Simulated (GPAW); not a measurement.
The system is Al3Cu.

```
Cu Al
1.0
     3.92415    0.00000    0.00000
     0.00000    3.92415    0.00000
     0.00000    0.00000    3.92415
Cu Al
1 3
Direct
  0.00000 0.00000 0.00000
  0.50000 0.50000 0.00000
  0.50000 0.00000 0.50000
  0.00000 0.50000 0.50000
```

The cell comes from a database or a generator and needn't be the stable form of this composition.

| Item | Value |
| --- | --- |
| Program | GPAW 26.7.0 |
| Task | relaxation of cell and atoms |
| Functional | PBEsol |
| Potentials or basis | PAW data sets generated in the run's folder for this functional |
| Cutoff | 600 eV |
| Basis | pw |
| k mesh | 7 × 7 × 7 |
| Occupations | fermi-dirac, width 0.05 eV |
| Spin | no spin polarisation |

At the start: pressure -2.0 GPa; volume 15.11 Å³/atom.

Where does the relaxation end?

Over 3 steps the energy falls by 2.1 meV/atom and the volume is 14.78 Å³/atom (-2.1 %); space group Pm-3m (No. 221, to 0.05 Å).

The path:
| step | energy change (eV) | largest force (eV/Å) | pressure (GPa) | volume (Å³) |
| --- | --- | --- | --- | --- |
| 1 | 0.0000 | 0.0000 | -2.05 | 60.43 |
| 2 | -0.0015 | 0.0000 | -1.86 | 60.30 |
| 3 | -0.0082 | 0.0000 | 0.05 | 59.13 |

Final structure:
```
Cu Al
1.0
     3.89584    0.00000    0.00000
     0.00000    3.89584    0.00000
     0.00000    0.00000    3.89584
Cu Al
1 3
Cartesian
  0.0000 0.0000 0.0000
  1.9479 1.9479 0.0000
  1.9479 0.0000 1.9479
  0.0000 1.9479 1.9479
```

Caveat: with this Cu data set, volumes or pressures lay over 1.5 % or 2 GPa off other programs in two to four cells of ten; later steps reuse the first step's grids.
